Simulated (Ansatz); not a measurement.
Results of LDA (PAW; Ansatz, a first-principles code) for rutile RuO2.

Settings: plane-wave cutoff 520 eV, 12×12×18 k mesh (along the axes of the cell as run), Fermi–Dirac smearing 0.05 eV, no spin polarisation, scalar-relativistic PAW data made under PBE.

A third-order Birch–Murnaghan fit to the energies gives V0 = 10.037 Å³/atom, B0 = 301 GPa, B′ = 4.6.

```
V (Å³/atom)  P (GPa)
-----------  -------
9.636              ?
9.836              ?
10.037          0.00
10.238             ?
10.439             ?
```

Estimate the withheld pressures from this fit; the answers are the runs' own values.


- 9.636, P (GPa): 13.47
- 9.836, P (GPa): 6.36
- 10.238, P (GPa): -5.69
- 10.439, P (GPa): -10.77

The formula P = (3/2) B0 (x^(7/3) − x^(5/3)) [1 + (3/4)(B′ − 4)(x^(2/3) − 1)] with x = V0/V meets the computed pressures within 0.04 GPa when these rounded values are put in.

Shape and atoms are relaxed at each volume.

Measured, for comparison: bulk modulus 270 GPa (room temperature, no zero-point or thermal correction; as tabulated in LI and ZENG (2008), arXiv:0807.3251). Computed less measured: bulk modulus +11 %.
